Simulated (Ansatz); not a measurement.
W: energy less free atoms and pressure against volume scale

Results calculated with Ansatz 0.2.0, not measured. Periodic Kohn-Sham DFT of a crystal at fixed atoms, scaled to volume_scale times the given cell; pressure positive in compression, energy less spherical unpolarised free atoms, largest_vzz the field gradient of largest size among the nuclei.

The cell before it is scaled or strained (space group Im-3m, No. 229):
```
W
1.0
     -1.5973     1.5973     1.5973
      1.5973    -1.5973     1.5973
      1.5973     1.5973    -1.5973
W
1
Direct
  0.00000 0.00000 0.00000
```

Settings of every row: method all-electron LAPW; functional PBE; relativity scalar; k mesh 14x14x14; filling fermi-dirac; smearing width 0.08 eV; basis error target 1 meV/atom; nucleus gaussian.

Atom start moment: 0 on all atoms.

Limits: no spin-orbit coupling on heavy atoms; the cell was measured well above room temperature.

| row | volume scale | V (Å³/atom) | energy less free atoms (eV/atom) | pressure (GPa) |
| --- | --- | --- | --- | --- |
| 1 | 0.9405 | 15.331 | -11.3883 | 17.404 |
| 2 | 0.98 | 15.975 | -11.4291 | 3.394 |
| 3 | 1 | 16.301 | -11.4297 | -2.707 |
| 4 | 1.02 | 16.627 | ? | ? |
| 5 | 1.06 | 17.279 | -11.3651 | -17.669 |

Question: what energy less free atoms and pressure should row 4 give?

Worked fit of energy less free atoms. Take u = (V_r/V)^(2/3) − 1 with V_r = 16.138 Å³ an atom, which is twice the finite (Eulerian) strain; such expansions in the strain, on which the Birch-Murnaghan equation of state is built, carry the rest volume and the bulk modulus. The shown rows have u = 0.03479, 0.00679, -0.00668, -0.04452. Least squares give energy less free atoms = −11.43095 + 0.0394 × u + 34.107 × u² eV/atom; a straight line predicts inner rows, each left out in turn, worse (root mean square 0.035 against 2e-05 eV/atom). All shown rows lie on it to the printed digit. Its lowest point lies at u = -0.0006, or V = 16.15 Å³ an atom, and the curvature there gives the bulk modulus at fixed shape and fractions, B = (4/9)(1 + u)² E″(u)/V = 300 GPa. The withheld row has u = -0.0197, so the fit gives −11.43095 + 0.0394 × (-0.0197) + 34.107 × (-0.0197)² = -11.4185 eV/atom.

The calculation gave -11.4185 eV/atom. The fit meets it to the printed digit.

Worked fit of pressure. Take u = (V_r/V)^(2/3) − 1 with V_r = 16.138 Å³ an atom, which is twice the finite (Eulerian) strain; such expansions in the strain, on which the Birch-Murnaghan equation of state is built, carry the rest volume and the bulk modulus. The shown rows have u = 0.03479, 0.00679, -0.00668, -0.04452. Least squares give pressure = 0.2674 + 453.217 × u + 1130.74 × u² GPa; a straight line predicts inner rows, each left out in turn, worse (root mean square 1.2 against 0.0057 GPa). The rows lie off it by 0.001, -0.003, 0.003, 0.000. The pressure vanishes at u = -0.0006, or V = 16.15 Å³ an atom, and there the bulk modulus at fixed shape and fractions is B = −V dP/dV = (2/3)(1 + u) dP/du = 301 GPa. The withheld row has u = -0.0197, so the fit gives 0.2674 + 453.217 × (-0.0197) + 1130.74 × (-0.0197)² = -8.222 GPa.

The calculation gave -8.218 GPa. The fit lies 0.004 GPa (0.011 % of the column's range) below it; its largest miss of a shown row is 0.003 GPa.
